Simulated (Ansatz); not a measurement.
Theory: DFT PBE, scalar-relativistic, plane waves, PAW in Ansatz. Settings: cutoff 420 eV, Γ-centred meshes spaced at most about 0.3 Å⁻¹, and about 0.25 Å⁻¹ or finer for metals (2π included), Gaussian smearing. No spin polarisation.

Temperature and zero-point effects are left out.

Question: Order these relaxed structures of Ga3H by energy, lowest first, with the energy over the lowest of them.
1.

```cif
data_structure
_symmetry_space_group_name_H-M 'P6_3/mmc'
_symmetry_Int_Tables_number 194
_cell_length_a 6.8367
_cell_length_b 6.8367
_cell_length_c 3.1531
_cell_angle_alpha 90.000
_cell_angle_beta 90.000
_cell_angle_gamma 120.000
_cell_volume 127.63
loop_
_atom_site_label
_atom_site_type_symbol
_atom_site_symmetry_multiplicity
_atom_site_Wyckoff_symbol
_atom_site_fract_x
_atom_site_fract_y
_atom_site_fract_z
_atom_site_occupancy
Ga1 Ga 6 h 0.80499 0.60997 0.25000 1
H1 H 2 c 0.33333 0.66667 0.25000 1
```

2.

```cif
data_structure
_symmetry_space_group_name_H-M 'Fm-3m'
_symmetry_Int_Tables_number 225
_cell_length_a 6.2633
_cell_length_b 6.2633
_cell_length_c 6.2633
_cell_angle_alpha 90.000
_cell_angle_beta 90.000
_cell_angle_gamma 90.000
_cell_volume 245.70
loop_
_atom_site_label
_atom_site_type_symbol
_atom_site_symmetry_multiplicity
_atom_site_Wyckoff_symbol
_atom_site_fract_x
_atom_site_fract_y
_atom_site_fract_z
_atom_site_occupancy
Ga1 Ga 8 c 0.25000 0.75000 0.75000 1
Ga2 Ga 4 b 0.50000 0.00000 0.00000 1
H1 H 4 a 0.00000 0.00000 0.00000 1
```

3.

```cif
data_structure
_symmetry_space_group_name_H-M 'Pm-3m'
_symmetry_Int_Tables_number 221
_cell_length_a 3.9782
_cell_length_b 3.9782
_cell_length_c 3.9782
_cell_angle_alpha 90.000
_cell_angle_beta 90.000
_cell_angle_gamma 90.000
_cell_volume 62.96
loop_
_atom_site_label
_atom_site_type_symbol
_atom_site_symmetry_multiplicity
_atom_site_Wyckoff_symbol
_atom_site_fract_x
_atom_site_fract_y
_atom_site_fract_z
_atom_site_occupancy
Ga1 Ga 3 c 0.00000 0.50000 0.50000 1
H1 H 1 a 0.00000 0.00000 0.00000 1
```

Answer: 1 (0 meV/atom), 2 (89 meV/atom), 3 (135 meV/atom). Forms: cell 1 P6_3/mmc; cell 2 BiF3 (D0_3) type, Fm-3m; cell 3 Cu3Au (L1_2) type, Pm-3m. Counting Ga atoms around H (those within 1.25 times the shortest such distance or 1.15 times the sum of covalent radii; a plus sign parts nearer from farther groups; the shortest distance is added where it is long for a bond): cell 1 has H 6 from 2.3 Å; cell 2 has H 8+6 from 2.7 Å; cell 3 has H 12 from 2.8 Å. All come from invented guesses. Even the lowest of the cells shown lies +0.27 eV/atom against the elements.

With hydrogen, zero-point motion can shift such differences by 10 meV/atom or more. Cells relaxed within their symmetry can be saddle points. Some structure types and database cells were kept out of the candidates from the start, so a known form may be missing.
